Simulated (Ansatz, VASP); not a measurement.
# TiO2 (Anatase): VASP beside Ansatz, part 2 of 2

Wanted: the spread between two codes on one cell, functional and k mesh.

VASP 6.6.1 and Ansatz 0.2.0.

So far: The starting structure; VASP: relaxation of cell and atoms, PBEsol; Ansatz: relaxation of cell and atoms, PBEsol.

## 4. Differences

Known differences besides the potentials themselves: both relaxations stop at a tolerance, which leaves soft axes loose, and VASP keeps its plane-wave basis; the cutoff is 420 eV in Ansatz and 560 eV in VASP; Ansatz makes its cores anew for this functional, VASP keeps those of its PBE data sets; Ansatz adds a Pulay correction to the stress that steers its cell, VASP none. Total energies have different zeros and are not compared.

The two programs side by side:

| quantity | Ansatz | VASP | difference |
| --- | --- | --- | --- |
| volume (Å³) | 67.87 | 68.08 | -0.31 % |
| edge a after relaxation, in the typed setting (Å) | 5.469 | 5.476 | -0.12 % |

The walks stopped with 0.00 GPa left in Ansatz and -0.01 GPa in VASP; each walk ends within a tolerance, so the volume difference is uncertain by about these residues over the bulk modulus, most in soft cells.

## 5. VASP: relaxation of cell and atoms, r2SCAN

The relaxed volume is the usual yardstick between codes: its relative difference is about their pressure difference at one cell divided by the bulk modulus.

INCAR

```
SYSTEM = TiO2
PREC = Accurate
ENCUT = 560
EDIFF = 1E-06
NELM = 100
ISMEAR = -1
SIGMA = 0.05
LREAL = .FALSE.
ALGO = Normal
METAGGA = R2SCAN
LASPH = .TRUE.
NBANDS = 30
LORBIT = 11
LWAVE = .FALSE.
LCHARG = .FALSE.
KPAR = 4
IBRION = 2
NSW = 60
ISIF = 3
EDIFFG = -0.01
```

POSCAR

```
TiO2
1.0
   -1.8921000000      1.8921000000      4.7573000000
    1.8921000000     -1.8921000000      4.7573000000
    1.8921000000      1.8921000000     -4.7573000000
Ti O
2 4
Direct
    0.0000000000      0.0000000000      0.0000000000
    0.7500000000      0.2500000000      0.5000000000
    0.2081000000      0.2081000000      0.0000000000
    0.9581000000      0.4581000000      0.5000000000
    0.5419000000      0.0419000000      0.5000000000
    0.7919000000      0.7919000000      0.0000000000
```

KPOINTS

```
Automatic mesh
0
Gamma
7 7 7
0 0 0
```

Potentials, in the order of the species: Ti_sv and O (PBE family, release 64).

Command:

```console
mpirun -np 4 vasp_std
```

Numbers of over 12 decimals in the logs are rounded to 6 here.

The log of the run:

```text
[banner, memory and clock lines left out]
running    4 mpi-ranks, on    1 nodes
[...]
[... a notice as in an earlier step ...]

 LDA part: xc-table for (None), standard interpolation
 POSCAR, INCAR and KPOINTS ok, starting setup
[...]
entering main loop
       N       E                     dE             d eps       ncg     rms          rms(c)
DAV:   1     0.694205540198E+03    0.69421E+03   -0.26145E+04  2400   0.200E+03
DAV:   2     0.184841393143E+02   -0.67572E+03   -0.64345E+03  2626   0.581E+02
DAV:   3    -0.958607239962E+02   -0.11434E+03   -0.11176E+03  3528   0.218E+02
DAV:   4    -0.101640665839E+03   -0.57799E+01   -0.57713E+01  3562   0.485E+01
[...]
DAV:  13    -0.698605199883E+02    0.64345E-04   -0.75002E-04  3398   0.206E-01    0.218E-02
DAV:  14    -0.698605134895E+02    0.64988E-05   -0.35308E-05  2942   0.466E-02    0.105E-02
DAV:  15    -0.698605132629E+02    0.22662E-06   -0.58985E-06  2998   0.216E-02
   1 F= -.69860513E+02 E0= -.69860513E+02  d E =-.698605E+02
[... from here on, the cycles between the ionic steps are left out ...]
   2 F= -.69857766E+02 E0= -.69857766E+02  d E =0.274752E-02
   3 F= -.69863162E+02 E0= -.69863162E+02  d E =-.264882E-02
   4 F= -.69863162E+02 E0= -.69863162E+02  d E =-.264866E-02
   5 F= -.69863364E+02 E0= -.69863364E+02  d E =-.202210E-03
   6 F= -.69863698E+02 E0= -.69863698E+02  d E =-.535685E-03
   7 F= -.69863717E+02 E0= -.69863717E+02  d E =-.555156E-03
   8 F= -.69863815E+02 E0= -.69863815E+02  d E =-.977983E-04
 trial-energy change:   -0.000098  1 .order   -0.000110   -0.000210   -0.000011
 step:   0.8617(harm=  0.8332)  dis= 0.00066  next Energy=   -69.863815 (dE=-0.983E-04)
 reached required accuracy - stopping structural energy minimisation
```

OUTCAR, selected parts (step 5):

```text
  Total       -0.0074638     -0.0074638      0.0056348      0.0000000      0.0000000      0.0000000
  in kB       -0.1740167     -0.1740167      0.1313744      0.0000000      0.0000000      0.0000000
  external PRESSURE =      -0.0722196 kB  Pullay stress =       0.0000000 kB

 POSITION                                       TOTAL-FORCE (eV/Angst)
 -----------------------------------------------------------------------------------
     -0.00000      0.00000      0.00000        -0.000000     -0.000000     -0.000000
      0.00000      1.89320      2.39659        -0.000000     -0.000000     -0.000000
      0.00000      0.00000      1.98831         0.000000      0.000000      0.002907
      0.00000      1.89320      4.38490         0.000000      0.000000      0.002907
     -0.00000      1.89320      0.40829         0.000000      0.000000     -0.002907
      0.00000      0.00000      7.59807        -0.000000     -0.000000     -0.002907
 -----------------------------------------------------------------------------------
    total drift:                               -0.000000     -0.000000      0.000000

  FREE ENERGIE OF THE ION-ELECTRON SYSTEM (eV)
  ---------------------------------------------------
  free  energy   TOTEN  =       -69.8638148767 eV

  energy  without entropy=      -69.8638148767  energy(sigma->0) =      -69.86381488

[... 2 parts as in an earlier step ...]

[... 2 further parts left out ...]
[key lines of the parts left out:]
E-fermi :   4.1709
```

## 6. Ansatz: relaxation of cell and atoms, r2SCAN

The same cell, functional, mesh and smearing now go to Ansatz, which takes its cutoff from its data sets.

input.yaml

```yaml
crystal:
  lattice:
    - [-1.8921, 1.8921, 4.7573]
    - [1.8921, -1.8921, 4.7573]
    - [1.8921, 1.8921, -4.7573]
  atoms:
    - { symbol: Ti, position: [0.0, 0.0, 0.0] }
    - { symbol: Ti, position: [0.75, 0.25, 0.5] }
    - { symbol: O, position: [0.2081, 0.2081, 0.0] }
    - { symbol: O, position: [0.9581, 0.4581, 0.5] }
    - { symbol: O, position: [0.5419, 0.0419, 0.5] }
    - { symbol: O, position: [0.7919, 0.7919, 0.0] }
hamiltonian:
  xc: r2scan
  pseudopotentials: { kind: paw }
kpoints:
  mp_grid: { grid: [7, 7, 7] }
scf:
  occupations: { method: fermi_dirac, width: 0.05 }
relax:
  f_tol: 0.01
  max_steps: 60
  cell: { stress_tol: 0.05 }
output:
  forces: true
  stress: true
  write_density: true
  write_potential: true
  elf: true
  volumetric_format: npy
```

Command:

```console
ansatz run input.yaml --threads 4 --pin off --max-ram 9216MiB --backend cpu --events-out ev --progress --plain --runs-dir out
```

The log of the run:

```text
[...]
Crystal: 6 atoms, lattice volume = 68.125 Å³
Basis set: ecut = 500 eV, 1693 PW (Γ), exchange–correlation on 160×160×160 points (64 copies of the dense FFT grid, shifted against one another)
Bands: 30, of which v1, the nominal top of the filled ones, is band 24 counted from 1 (23 counted from 0)
Symmetry: 16 space group operations
[...]
k-points: 40 of 343
[...]
cell:  # Å, volume = 68.3909 Å³
    - [-1.888964, 1.888964, 4.791713]
    - [1.888964, -1.888964, 4.791713]
    - [1.888964, 1.888964, -4.791713]
  atoms:
    - { symbol: Ti, position: [0, 0, 0] }
    - { symbol: Ti, position: [0.75, 0.250000, 0.5] }
    - { symbol: O, position: [0.207283, 0.207283, 0] }
    - { symbol: O, position: [0.957283, 0.457283, 0.5] }
    - { symbol: O, position: [0.542717, 0.042717, 0.500000] }
    - { symbol: O, position: [0.792717, 0.792717, 0] }
[key lines of the parts left out:]
SCF converged after 5 iterations
Free energy (F): -7292.663247 eV
Fermi energy:    8.212902 eV
P = ⅓ Tr σ = -0.0031 GPa (-0.031 kbar)
```

Elapsed: 19 s, on 4 threads of Arm Neoverse V2, shared host; peak memory 0.84 GiB.

## 7. Side by side

What differs besides the data sets and the points named for the pairs above, as far as they apply: VASP keeps PBE cores, Ansatz makes them for the functional; the cutoff is 500 eV in Ansatz and 560 eV in VASP. Total energies have different zeros and are not compared.

The two programs side by side:

| quantity | Ansatz | VASP | difference |
| --- | --- | --- | --- |
| volume (Å³) | 68.39 | 68.72 | -0.48 % |
| edge a after relaxation, in the typed setting (Å) | 5.486 | 5.490 | -0.08 % |

The walks stopped with 0.00 GPa left in Ansatz and -0.01 GPa in VASP; each walk ends within a tolerance, so the volume difference is uncertain by about these residues over the bulk modulus, most in soft cells.

## 8. Results

* difference in volume (relaxation of cell and atoms, PBEsol): -0.31 %
* difference in volume (relaxation of cell and atoms, r2SCAN): -0.48 %

In words: The difference in volume is -0.48 % (relaxation of cell and atoms, r2SCAN), within the 1.2 % picked in this series as the mark of a large difference, as far as the stopping tolerances let one tell. Such differences can come from data sets, numerical settings and the points named under the comparisons, not from the functional's error against experiment.

[Lines on the potential files, build, host, timing and source positions are cut from VASP's logs without a mark.]

[Logs are printed without paths, hosts, clocks, repeated set-up lines and the standing remarks that a program may print on its own settings, such as how far it seeks lower states.]

[Hosts, paths, dates, database ids (printed as entryN), source tags and the programs' standing remarks are cut or masked in the printed files.]
